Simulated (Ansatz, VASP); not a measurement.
This is a calculation of ZnSe (Stilleite) for VASP 6.6.1.

The input INCAR:

```
  PREC = Accurate
  ENCUT = 520
  EDIFF = 1E-7
  ISMEAR = 0
  SIGMA = 0.03
  LREAL = False
  LASPH = True
  NELM = 80
  ALGO = Normal
  ISIF = 2
  LWAVE = False
  LCHARG = False
  GGA = PE
  NBANDS = 16
```

File KPOINTS:

```
Automatic mesh
0
Gamma
  8 8 8
```

POSCAR

```
ZnSe
1.0
    0.0000000000      2.8338000000      2.8338000000
    2.8338000000      0.0000000000      2.8338000000
    2.8338000000      2.8338000000      0.0000000000
Se Zn
1 1
Direct
    0.7500000000      0.7500000000      0.7500000000
    0.0000000000      0.0000000000      0.0000000000
```

Potentials or basis: VASP PAW PBE potentials, release 64 (Se, Zn).

Run with:

```bash
$ cat potpaw_PBE.64/Se/POTCAR potpaw_PBE.64/Zn/POTCAR > POTCAR
$ mpirun -np 1 vasp_std > vasp.out
```

Translate it to Ansatz 0.2.0. Potentials there: Ansatz PAW.

As run (the cutoff follows the program's own potentials):

File input.yaml:

```yaml
crystal:
  lattice:
    - [0.0, 2.8338, 2.8338]
    - [2.8338, 0.0, 2.8338]
    - [2.8338, 2.8338, 0.0]
  atoms:
    - { symbol: Se, position: [0.75, 0.75, 0.75] }
    - { symbol: Zn, position: [0.0, 0.0, 0.0] }
hamiltonian:
  xc: pbe
  pseudopotentials: { kind: paw }
kpoints:
  mp_grid: { grid: [8, 8, 8] }
scf:
  occupations: { method: gaussian, width: 0.03 }
output:
  forces: true
  stress: true
  eigenvalues: true
```

Potentials or basis: Ansatz PAW.

Run with:

```console
$ ansatz run input.yaml --threads 2 --pin off --max-ram 5632MiB --backend cpu --events-out ev --progress --plain --runs-dir out
```

Both were run:

|  | VASP | Ansatz | Ansatz less VASP |
| --- | --- | --- | --- |
| gap on the k mesh at the Fermi level (eV) | 1.29 | 1.29 | -0.002 |
| least direct gap on the mesh (eV) | 1.29 | 1.29 | -0.002 |
| pressure (GPa) | 2.3 | 2.1 | -0.24 |

The two sets of potentials don't hold the same shells in valence.

A hybrid or GW would open this gap; PBE tends to underestimate it.
